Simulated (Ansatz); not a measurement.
# CoSi2: the cost of one run

Program: Ansatz 0.2.0. Level of theory: DFT LDA, scalar-relativistic, plane waves, PAW. These are calculated values, not measurements.

## (1) Starting point

The structure is cubic, space group Fm-3m (No. 225). Conventional cell: a = 5.365 Å, b = 5.365 Å, c = 5.365 Å, α = 90.00°, β = 90.00°, γ = 90.00°. Around Co (site symmetry m-3m) lie 8 Si at 2.32 Å. Si (site symmetry -43m) has 4 Co at 2.32 Å as nearest neighbours.

Coordinates:

```
Co Si
1.0
     5.36500    0.00000    0.00000
     0.00000    5.36500    0.00000
     0.00000    0.00000    5.36500
Co Si
4 8
Cartesian
  0.0000 0.0000 0.0000
  0.0000 2.6825 2.6825
  2.6825 0.0000 2.6825
  2.6825 2.6825 0.0000
  1.3413 1.3413 1.3413
  4.0237 4.0237 4.0237
  1.3413 4.0237 4.0237
  4.0237 1.3413 1.3413
  4.0237 1.3413 4.0237
  1.3413 4.0237 1.3413
  4.0237 4.0237 1.3413
  1.3413 1.3413 4.0237
```

## (2) Relaxing cell and atoms: CoSi2, no spin

input.yaml

```yaml
crystal:
  lattice:
    - [5.365, 0.0, 0.0]
    - [0.0, 5.365, 0.0]
    - [0.0, 0.0, 5.365]
  atoms:
    - { symbol: Co, position: [0.0, 0.0, 0.0] }
    - { symbol: Co, position: [0.0, 0.5, 0.5] }
    - { symbol: Co, position: [0.5, 0.0, 0.5] }
    - { symbol: Co, position: [0.5, 0.5, 0.0] }
    - { symbol: Si, position: [0.25, 0.25, 0.25] }
    - { symbol: Si, position: [0.75, 0.75, 0.75] }
    - { symbol: Si, position: [0.25, 0.75, 0.75] }
    - { symbol: Si, position: [0.75, 0.25, 0.25] }
    - { symbol: Si, position: [0.75, 0.25, 0.75] }
    - { symbol: Si, position: [0.25, 0.75, 0.25] }
    - { symbol: Si, position: [0.75, 0.75, 0.25] }
    - { symbol: Si, position: [0.25, 0.25, 0.75] }
scf:
  occupations: { method: methfessel_paxton, width: 0.1 }
output:
  forces: true
  stress: true
  eigenvalues: true
  write_density: true
  write_potential: true
  elf: true
  volumetric_format: npy
kpoints:
  mp_grid: { grid: [10, 10, 10] }
hamiltonian:
  xc: lda
relax:
  f_tol: 0.005
  adjacent_minimum: "off"
  cell: { stress_tol: 0.03, fix: [shape] }
```

Command:

```console
$ ansatz run input.yaml --threads 4 --pin off --max-ram 10240MiB --backend cpu --events-out ev --progress --plain --runs-dir out
```

Q: Estimate wall time and peak memory on 4 threads of Intel Xeon Platinum 8259CL at 2.50GHz (Skylake/Cascade Lake), shared host.

About 61 s, with a peak of 0.88 GiB.
